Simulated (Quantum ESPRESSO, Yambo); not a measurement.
# How the form of the self-energy moves the gap of GaAs (F-43m), part 2 of 2

How much does the gap of GaAs (F-43m) depend on the approximation to the self-energy?

Quantum ESPRESSO 7.5 and Yambo 5.3.0; PBE and many-body steps on it, plane waves. Known limits of the many-body steps: not at the basis limit; no spin-orbit coupling; coarse k mesh.

So far. Step 2 (Empty states on the mesh, 4×4×4 mesh, 555 bands): On this mesh the gap is 0.518 eV. Step 4 (G0W0, Godby-Needs plasmon pole): The gap on the mesh goes from 0.52 eV to 1.13 eV, a correction of +0.62 eV.

## (5) One-shot COHSEX

This step: one-shot COHSEX on PBE, plane waves, norm-conserving pseudopotentials.

Contents of gw4.in:

```
HF_and_locXC
gw0
dyson
cohsex
em1s
rim_cut
RandQpts= 1000000
RandGvec= 1 RL
EXXRLvcs= 104 Ry
VXCRLvcs= 416 Ry
Chimod= "HARTREE"
% BndsRnXs
 1 | 239 |
%
NGsBlkXs= 17 Ry
% LongDrXs
 1 | 1 | 1 |
%
% GbndRnge
 1 | 239 |
%
DysSolver= "n"
ExtendOut
% QPkrange
 1 | 1 | 21 | 24 |
%
```

Run with:

```sh
$ OMP_NUM_THREADS=1 mpirun -n 8 yambo -F gw4.in -J gw4 -C gw4 > gw4.log
```

Output:

```text
 Yambo, version 5.3.0

 [02] CORE Variables Setup
 =========================

  [... cell, symmetries and grids as in the set-up ...]

  [02.05] Energies & Occupations
  ==============================

  [X] === General ===
  [X] Electronic Temperature                        :  0.000000  0.000000 [eV K]
  [X] Bosonic    Temperature                        :  0.000000  0.000000 [eV K]
  [X] Finite Temperature mode                       : no
  [X] El. density                                   :  0.97390E+24 [cm-3]
  [X] Fermi Level                                   :  9.827510 [eV]

  [X] === Gaps and Widths ===
  [X] Conduction Band Min                           :  0.518058 [eV]
  [X] Valence Band Max                              :  0.000000 [eV]
  [X] Filled Bands                                  :  22
  [X] Empty Bands                                   :    23   555
  [X] Direct Gap                                    :  0.518058 [eV]
  [X] Direct Gap localized at k                     :  1
  [X] Indirect Gap                                  :  0.518058 [eV]
  [X] Indirect Gap between kpts                     :  1  1
  [X] Last valence band width                       :  3.339194 [eV]
  [X] 1st conduction band width                     :  4.106600 [eV]

 [03] Transferred momenta grid and indexing
 ==========================================

 IBZ Q-points                                      :   8
 BZ  Q-points                                      :   64

 K/Q-points units:
 rlu = crystal or reduced units; cc = cartesian coordinates; iku = interal k-units

 Q [1]          [rlu]:  0.000000  0.000000  0.000000
 Q [2]          [rlu]: -0.91587E-18 -0.91587E-18  0.25000
 Q [3]          [rlu]:  0.18317E-17  0.18317E-17 -0.50000
[...]
BZ Q point size factor                           : -1.000000
  X Optical Averaged directions                    : none

 [07] Local Exchange-Correlation + Non-Local Fock
 ================================================

 [VXC] Plane waves :   43655
 [EXS] Plane waves :   5601

 QP @ state[ 1 ] K range:  1  1
 QP @ state[ 1 ] b range:  21  24

 [xc] Functional : Perdew, Burke & Ernzerhof(X)+Perdew, Burke & Ernzerhof(C)
 [xc] LIBXC used to calculate xc functional
  PP Number of Atomic Species                      :  2
  NLCC RL compoments                               :   43655
  PP Number of Atomic Species                      :  2
  NLCC RL compoments                               :   43655

 [xc] E_xc :  -45.46123 [Ha]
      E_xc :  -90.92246 [Ry]

  Local XC kind (lXC) : Perdew, Burke & Ernzerhof(X)+Perdew, Burke & Ernzerhof(C)
  Non-Local XC kind (nlXC) : Hartree-Fock

  Corrections @ K [1] :  [eV]
 <21|nlXC|21> = -15.93724  0.22402E-16 <21|lXC|21> = -14.36257 -0.18882E-15
 <22|nlXC|22> = -15.93715 -0.31082E-17 <22|lXC|22> = -14.36257  0.47204E-16
 <23|nlXC|23> = -10.69830 -0.27111E-17 <23|lXC|23> = -14.69845 -0.11801E-16
 <24|nlXC|24> = -7.088590 -0.20586E-17 <24|lXC|24> = -11.53166  0.18882E-15

 [08] Dyson equation: Newton solver
 ==================================

 [Newton] Sc step       :  0.100000 [eV]
 [Newton] Sc steps      :  1

  [08.01] G0W0 (COHSEX)
  =====================

  [  GW  ] Bands range     :   1  24

  QP @ state[ 1 ] K range:  1  1
  QP @ state[ 1 ] b range:  21  24

   Sc Empty Bands                                   : no
   Sc bands terminator                              : no
   Sx RL components                                 :   5601

   QP @ state[ 1 ] K range                          :  1  1
   QP @ state[ 1 ] b range                          :  21  24
   GF WF`s kind                                     : Perdew, Burke & Ernzerhof(X)+Perdew, Burke & Ernzerhof(C)
   Xs energies kind                                 : Perdew, Burke & Ernzerhof(X)+Perdew, Burke & Ernzerhof(C)
   Xs WF`s kind                                     : Perdew, Burke & Ernzerhof(X)+Perdew, Burke & Ernzerhof(C)

 [11] Game Over & Game summary
```

Wall time 2.8 min (8 MPI ranks of Arm Neoverse V2, shared host); peak memory 4.5 GiB; 22 min of CPU time.

This step gave:

| Property | Result |
| --- | --- |
| quasiparticle gap on the points computed | 1.361 eV |
| starting gap on the mesh | 0.5181 eV |
| k of the valence top | 0, 0, 0 |
| k of the conduction bottom | 0, 0, 0 |
| least direct quasiparticle gap on the computed points | 1.361 eV |
| Z at the valence top | 1 |
| Z at the conduction bottom | 1 |

Against G0W0 in Yambo (4×4×4 mesh, 239 bands, screening to 231.3 eV, Godby-Needs plasmon pole), the gap moves by +0.227 eV.

## (6) One-shot Hartree-Fock

This step: one-shot Hartree-Fock on PBE, plane waves, norm-conserving pseudopotentials.

Contents of gw5.in:

```
HF_and_locXC
rim_cut
RandQpts= 1000000
RandGvec= 1 RL
EXXRLvcs= 104 Ry
VXCRLvcs= 416 Ry
% QPkrange
 1 | 1 | 21 | 24 |
%
```

Run with:

```sh
$ OMP_NUM_THREADS=1 mpirun -n 8 yambo -F gw5.in -J gw5 -C gw5 > gw5.log
```

Output:

```text
 Yambo, version 5.3.0

 [02] CORE Variables Setup
 =========================

  [... cell, symmetries and grids as in the set-up ...]

  [02.05] Energies & Occupations
  ==============================

  [X] === General ===
  [X] Electronic Temperature                        :  0.000000  0.000000 [eV K]
  [X] Bosonic    Temperature                        :  0.000000  0.000000 [eV K]
  [X] Finite Temperature mode                       : no
  [X] El. density                                   :  0.97390E+24 [cm-3]
[...]
PP Number of Atomic Species                      :  2
  NLCC RL compoments                               :   43655

 [xc] E_xc :  -45.46123 [Ha]
      E_xc :  -90.92246 [Ry]

  Local XC kind (lXC) : Perdew, Burke & Ernzerhof(X)+Perdew, Burke & Ernzerhof(C)
  Non-Local XC kind (nlXC) : Hartree-Fock

  Corrections @ K [1] :  [eV]
 <21|nlXC|21> = -15.93724  0.22402E-16 <21|lXC|21> = -14.36257  0.000000
 <22|nlXC|22> = -15.93715 -0.31081E-17 <22|lXC|22> = -14.36257  0.000000
 <23|nlXC|23> = -10.69830 -0.27109E-17 <23|lXC|23> = -14.69845  0.000000
 <24|nlXC|24> = -7.088590 -0.20586E-17 <24|lXC|24> = -11.53166 -0.37763E-15

 [08] Game Over & Game summary
```

The job ended after 4.8 s (8 MPI ranks; peak memory 3.4 GiB).

Numbers from this step:

```
quasiparticle gap on the mesh                         : 6.093 eV
starting gap on the mesh                              : 0.5181 eV
k of the valence top                                  : 0, 0, 0
k of the conduction bottom                            : 0, 0, 0
least direct quasiparticle gap on the computed points : 6.093 eV
```

Against G0W0 in Yambo (4×4×4 mesh, 239 bands, screening to 231.3 eV, Godby-Needs plasmon pole), the gap moves by +4.959 eV.

## (7) The runs together

Times are wall times on 8 MPI ranks of Arm Neoverse V2, shared host, good to a factor of about two.

| run | mesh | bands | screening cutoff (eV) | DFT gap (eV) | gap on the mesh (eV) | direct (eV) | time |
| --- | --- | --- | --- | --- | --- | --- | --- |
| G0W0, Godby-Needs plasmon pole | 4×4×4 | 239 | 231.3 | 0.518 | 1.134 | 1.134 | 4 min |
| one-shot COHSEX | 4×4×4 | 239 | 231.3 | 0.518 | 1.361 | 1.361 | 2.8 min |
| one-shot Hartree-Fock | 4×4×4 | - | - | 0.518 | 6.093 | 6.093 | 4.8 s |

## (8) Outcome

```json
{
 "G0W0, Godby-Needs plasmon pole": "1.134 eV",
 "one-shot COHSEX": "1.361 eV",
 "one-shot Hartree-Fock": "6.093 eV",
 "known limits": "not at the basis limit; no spin-orbit coupling; coarse k mesh"
}
```

What this shows: One-shot COHSEX: +0.227 eV against G0W0, Godby-Needs plasmon pole. One-shot Hartree-Fock: +4.959 eV against G0W0, Godby-Needs plasmon pole. Bare exchange alone opens the gap to 6.09 eV; against G0W0, correlation takes back 4.96 eV. Static COHSEX lies above G0W0: it lacks the factor Z and overstates the Coulomb hole of the filled states. Against experiment, by G0W0, Godby-Needs plasmon pole: the direct gap of 1.13 eV lies −0.38 eV from the measured 1.51 eV (exciton, 77 K, 2020); the direct gap of 1.13 eV lies −0.28 eV from the measured 1.412 ± 0.01 eV (direct, 300 K, 2008); the direct gap of 1.13 eV lies −0.28 eV from the measured 1.418 ± 0.005 eV (direct, 300 K, 2008); the direct gap of 1.13 eV lies −0.29 eV from the measured 1.42 eV (direct, 300 K, 2004). An exciton line or allowed optical edge lies below the quasiparticle gap by the binding energy; a forbidden edge can push the onset above it. These are gaps on the mesh, at modest bands and cutoff. The calculation has static nuclei and no excitons; a measured gap holds zero-point and thermal motion, which mostly lowers it. Bands and cutoff are finite, so the gap is not at the basis limit. The miss can reach some tenths of an eV and take either sign; the mesh is an error of its own. The 4×4×4 mesh is coarse for this cell, which bears on the long-range parts of exchange and screening. The many-body steps are scalar-relativistic: spin-orbit coupling is not in them.

[Paths, hosts, dates, memory and timing lines, banners, echoed tables and standing remarks are left out of the program output.]

[Logs are printed without paths, hosts, clocks, repeated set-up lines and the standing remarks that a program may print on its own settings, such as how far it seeks lower states.]

[Runs of the session that timed out or met a known fault of the program may be left out.]

[Hosts, paths, dates, database ids (printed as entryN), source tags and the programs' standing remarks are cut or masked in the printed files.]
